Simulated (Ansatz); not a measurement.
# CaF2 (Fm-3m): how far a G0W0 gap depends on its settings

How well converged is a G0W0 gap of CaF2 built on the database structure prototype?

Program: Ansatz 0.2.0. G0W0, plane waves. No spin polarisation and no zero-point or thermal motion.

**1. The cell**

The cell was relaxed beforehand with r2SCAN.

Space group Fm-3m (No. 225), cubic; a = 5.439 Å in the conventional setting, 13.41 Å³ an atom. Around Ca lie 8 F at 2.36 Å; around F lie 4 Ca at 2.36 Å.

Coordinates:

```cif
data_structure
_symmetry_space_group_name_H-M 'Fm-3m'
_symmetry_Int_Tables_number 225
_cell_length_a 5.4392
_cell_length_b 5.4392
_cell_length_c 5.4392
_cell_angle_alpha 90.000
_cell_angle_beta 90.000
_cell_angle_gamma 90.000
_cell_volume 160.92
loop_
_atom_site_label
_atom_site_type_symbol
_atom_site_symmetry_multiplicity
_atom_site_Wyckoff_symbol
_atom_site_fract_x
_atom_site_fract_y
_atom_site_fract_z
_atom_site_occupancy
Ca1 Ca 4 a 0.00000 0.00000 0.00000 1
F1 F 8 c 0.25000 0.25000 0.75000 1
```

**2. 120 empty bands, 120 eV**

Contents of input.yaml:

```yaml
crystal:
  lattice:
    - [0.0, 2.7195928259, 2.7195928259]
    - [2.7195928259, 0.0, 2.7195928259]
    - [2.7195928259, 2.7195928259, 0.0]
  atoms:
    - { symbol: Ca, position: [0.0, 0.0, 0.0] }
    - { symbol: F, position: [0.75, 0.75, 0.75] }
    - { symbol: F, position: [0.25, 0.25, 0.25] }
kpoints:
  mp_grid: { grid: [6, 6, 6] }
hamiltonian:
  xc: pbe
scf:
  occupations: { method: fixed }
gw:
  n_empty_bands: 120
  ecut_chi: 120
  qp_bands: [v2, c2]
  qp_kpoints: band_edges
  screening: { model: contour_deformation }
```

**3. 298 empty bands, 220 eV**

input.yaml: that of step 2 with these lines changed.

```diff
@@ -16,4 +16,4 @@
 gw:
-  n_empty_bands: 120
-  ecut_chi: 120
+  n_empty_bands: 298
+  ecut_chi: 220
   qp_bands: [v2, c2]
```

**4. 547 empty bands, 300 eV**

input.yaml: that of step 3 with these lines changed.

```diff
@@ -16,4 +16,4 @@
 gw:
-  n_empty_bands: 298
-  ecut_chi: 220
+  n_empty_bands: 547
+  ecut_chi: 300
   qp_bands: [v2, c2]
```

**5. Starting from HSE06**

input.yaml: that of step 4 with these lines changed.

```diff
@@ -12,3 +12,3 @@
 hamiltonian:
-  xc: pbe
+  xc: hse06
 scf:
@@ -16,4 +16,4 @@
 gw:
-  n_empty_bands: 547
-  ecut_chi: 300
+  n_empty_bands: 298
+  ecut_chi: 220
   qp_bands: [v2, c2]
```

**6. Starting from r2SCAN**

input.yaml: that of step 5 with these lines changed.

```diff
@@ -12,3 +12,3 @@
 hamiltonian:
-  xc: hse06
+  xc: r2scan
 scf:
```

**7. Starting from PBE0**

input.yaml: that of step 6 with these lines changed.

```diff
@@ -12,3 +12,3 @@
 hamiltonian:
-  xc: r2scan
+  xc: pbe0
 scf:
```

**8. A plasmon pole in place of the full frequency dependence**

input.yaml: that of step 7 with these lines changed.

```diff
@@ -12,3 +12,3 @@
 hamiltonian:
-  xc: pbe0
+  xc: pbe
 scf:
@@ -20,2 +20,2 @@
   qp_kpoints: band_edges
-  screening: { model: contour_deformation }
+  screening: { model: godby_needs }
```

**9. A finer mesh, 8×8×8**

input.yaml: that of step 8 with these lines changed.

```diff
@@ -10,3 +10,3 @@
 kpoints:
-  mp_grid: { grid: [6, 6, 6] }
+  mp_grid: { grid: [8, 8, 8] }
 hamiltonian:
@@ -16,6 +16,6 @@
 gw:
-  n_empty_bands: 298
-  ecut_chi: 220
+  n_empty_bands: 65
+  ecut_chi: 80
   qp_bands: [v2, c2]
   qp_kpoints: band_edges
-  screening: { model: godby_needs }
+  screening: { model: contour_deformation }
```

**10. Norm-conserving pseudopotentials**

input.yaml: that of step 9 with these lines changed.

```diff
@@ -10,5 +10,6 @@
 kpoints:
-  mp_grid: { grid: [8, 8, 8] }
+  mp_grid: { grid: [6, 6, 6] }
 hamiltonian:
   xc: pbe
+  pseudopotentials: { kind: nc }
 scf:
@@ -16,4 +17,4 @@
 gw:
-  n_empty_bands: 65
-  ecut_chi: 80
+  n_empty_bands: 298
+  ecut_chi: 220
   qp_bands: [v2, c2]
```

Before running it: what results should come out? Wanted: for each run, start; potentials; frequencies; empty bands; cutoff; Kohn-Sham gap; G0W0 gap.

As calculated:

```
 start  potentials  frequencies  empty bands  cutoff (eV)   mesh  Kohn-Sham gap (eV)  G0W0 gap (eV)
   PBE         PAW         full          120          120  6×6×6                7.38          10.41
   PBE         PAW         full          298          220  6×6×6                7.38          10.62
   PBE         PAW         full          547          300  6×6×6                7.38          10.70
 HSE06         PAW         full          298          220  6×6×6                9.45          11.60
r2SCAN         PAW         full          298          220  6×6×6                8.03          10.97
  PBE0         PAW         full          298          220  6×6×6               10.21          11.82
   PBE         PAW         pole          298          220  6×6×6                7.38          10.56
   PBE         PAW         full           65           80  8×8×8                7.38          10.38
   PBE          NC         full          298          220  6×6×6                7.36          10.64
```

Gaps are those on each run's own mesh.

What this shows: With bands and cutoff raised together, from 120 bands at 120 eV to 547 at 300 eV, the gap moves by +0.29 eV, and on the last rung by +0.08 eV; extrapolated in 1/N from the last two rungs, the limit on this k mesh would lie near 10.8 eV. The starting point matters: against PBE, HSE06 gives +0.98 eV, r2SCAN gives +0.35 eV, PBE0 gives +1.20 eV. The plasmon pole changes the gap by -0.063 eV. Norm-conserving potentials change it by +0.015 eV.
